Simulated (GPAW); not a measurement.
Runs of GPAW 26.7.0 on TiAl. It takes space group P-6m2 (No. 187, hexagonal). Conventional cell: a = 2.867 Å, b = 2.867 Å, c = 4.678 Å, α = 90.00°, β = 90.00°, γ = 120.00°. Ti (site symmetry -6m2) has 6 Al at 2.87 Å and 6 Ti at 2.87 Å as nearest neighbours. Al (site symmetry -6m2) is surrounded by 6 Ti at 2.87 Å and 6 Al at 2.87 Å. The cell comes from a database or a generator and needn't be the stable form of this composition.

| task | level | potentials or basis | cell | k mesh | band path | band points | gap on the mesh (eV) | pressure (GPa) | V0 of scaled cells (Å³/atom) | B0 (GPa) |
| --- | --- | --- | --- | --- | --- | --- | --- | --- | --- | --- |
| single point | PBEsol | PAW data sets generated in the run's folder for this functional, pw | as given | 11 × 11 × 6 | - | - | none | -3.0 | - | - |
| equation of state | PBEsol | PAW data sets generated in the run's folder for this functional, pw | as given | 11 × 11 × 6 | - | - | - | - | (b) | (a) |
| band structure | PBEsol | PAW data sets generated in the run's folder for this functional, pw | as given | 9 × 9 × 5 | GMKGALHA,LM,KH | 80 | - | -3.0 | - | - |
| single point | PBEsol | PAW data sets generated in the run's folder for this functional, pw | atoms moved at random, drawn with an rms of 0.05 Å | 11 × 11 × 6 | - | - | none | -2.9 | - | - |
| equation of state | LDA | the program's PAW data sets (release 1.2.1) made for this functional, pw | as given | 9 × 9 × 5 | - | - | - | - | 15.76 | 118 |
| band structure | LDA | the program's PAW data sets (release 1.2.1) made for this functional, pw | as given | 9 × 9 × 5 | GMKGALHA,LM,KH | 80 | - | -6.3 | - | - |

Alike in all rows: no spin polarisation; cutoff (eV) 600; smearing fermi-dirac 0.05 eV.

Q: Estimate the missing entries.

A: (a) 112; (b) 16.27.

Caveats: the cell was scaled at fixed shape and fractional positions, which overstates the stiffness of a crystal with free parameters, most of all of layers and chains (some runs).

A gap of «none» marks a metal or a gap under the smearing width.
